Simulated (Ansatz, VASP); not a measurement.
**Si in VASP and in Ansatz**

```xyz
8
Lattice="6.1832 0.0000 0.0000 0.0000 6.1832 0.0000 0.0000 0.0000 4.9766" Properties=species:S:1:pos:R:3 pbc="T T T"
Si    3.0916    0.0000    3.9187
Si    0.0000    3.0916    3.9187
Si    1.4979    0.0000    2.4883
Si    4.6853    0.0000    2.4883
Si    0.0000    1.4979    2.4883
Si    0.0000    4.6853    2.4883
Si    3.0916    0.0000    1.0579
Si    0.0000    3.0916    1.0579
```

Alike in both runs: task single point; functional PBE; k mesh 4 × 4 × 4; occupations gaussian, width 0.1 eV; no spin polarisation.

```csv
,VASP,Ansatz
version,VASP 6.6.1,Ansatz 0.2.0
potentials or method,"VASP PAW PBE potentials, release 64 (Si)","scalar-relativistic, plane waves, PAW"
plane-wave cutoff (eV),520,420
valence electrons in the cell,32,32
```

Ansatz gave:

- gap on the k mesh at the Fermi level (eV): none
- pressure (GPa): 24.7
- largest component of the traceless stress (GPa): 1.55
- rms of the force components (eV/Å): 0.852

Q: Estimate VASP's values.

A: gap on the k mesh at the Fermi level (eV): none; pressure (GPa): 24.6; largest component of the traceless stress (GPa): 1.57; rms of the force components (eV/Å): 0.851.

Atom by atom the forces differ by 0.001 eV/Å (rms over components). A gap of «none» marks a metal or a gap that the smearing closes.

Caveats: so large a pressure means that the cell lies far from this level's equilibrium, or that cutoff or potentials fall short (VASP); forces of over 1 eV/Å show positions far from the minimum, so gaps and moduli don't describe the material at rest.
